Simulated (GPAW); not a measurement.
Runs of GPAW 26.7.0 on TiO2 (Anatase). The structure is tetragonal, space group I4_1/amd (No. 141). The conventional cell has a = 3.784 Å, b = 3.784 Å, c = 9.515 Å, α = 90.00°, β = 90.00°, γ = 90.00°. Ti (site symmetry -4m2) has 6 O at 1.93 to 1.98 Å as nearest neighbours. O (site symmetry 2mm) is surrounded by 3 Ti at 1.93 to 1.98 Å. 

```csv
task,level,potentials or basis,U,k mesh,cutoff (eV),smearing,ranks,response ecut,response k mesh,response bands,kernels,gap on the mesh (eV),pressure (GPa),V0 of scaled cells (Å³/atom),B0 (GPa),largest force (eV/Å)
equation of state,PBE,"GPAW PAW data sets (gpaw-data 1.2.1), pw",-,7 × 7 × 7,800,fermi-dirac 0.05 eV,4,-,-,-,-,-,-,(b),207,-
dielectric tensor,LDA,"the program's PAW data sets (release 1.2.1) made for this functional, pw",-,8 × 8 × 8,600,fermi-dirac 0.001 eV,-,80 eV,11 × 11 × 11,72,"["RPA", "ALDA", "LR0.1"]",2.07,-,-,-,-
single point,LDA+U,"the program's PAW data sets (release 1.2.1) made for this functional, pw",Ti d U = 5.3 eV,8 × 8 × 8,600,fermi-dirac 0.01 eV,-,-,-,-,-,2.96,-5.2,-,-,0.04
single point,TB-mBJ,"GPAW PAW data sets for LDA (gpaw-data 1.2.1), pw",-,8 × 8 × 8,800,fermi-dirac 0.05 eV,4,-,-,-,-,3.01,-,-,-,-
band structure,r2SCAN,"GPAW PAW data sets (gpaw-data 1.2.1), pw",-,7 × 7 × 7,800,fermi-dirac 0.05 eV,4,-,-,-,-,2.53,2.0,-,-,0.05
band structure,LDA,"the program's PAW data sets (release 1.2.1) made for this functional, pw",-,7 × 7 × 7,800,fermi-dirac 0.05 eV,4,-,-,-,-,2.02,-5.6,-,-,(c)
equation of state,LDA,"the program's PAW data sets (release 1.2.1) made for this functional, pw",-,7 × 7 × 7,800,fermi-dirac 0.05 eV,4,-,-,-,-,-,-,(a),236,-
band structure,PBEsol,"PAW data sets generated in the run's folder for this functional, pw",-,7 × 7 × 7,800,fermi-dirac 0.05 eV,4,-,-,-,-,2.08,0.3,-,-,(d)
```

Alike in all rows: no spin polarisation; cell as given.

**Question.** Estimate the missing entries.

**Answer.** (a) 11.09; (b) 11.70; (c) 0.09; (d) 0.03.

Caveats: the cell was scaled at fixed shape and fractional positions, which overstates the stiffness of a crystal with free parameters, most of all of layers and chains (some runs); the PAW data sets were made with another functional, which shifts forces and pressure a little (some runs); the long-wavelength limit can be off by several per cent where d states take part (some runs); an odd mesh through Γ misses points on the zone boundary, where band edges often lie (some runs); the cutoff is short for stress and forces, so pressures can be off by a GPa or more (some runs); a model potential gives levels but no total energy (some runs).

Not every run made on this cell is shown here.
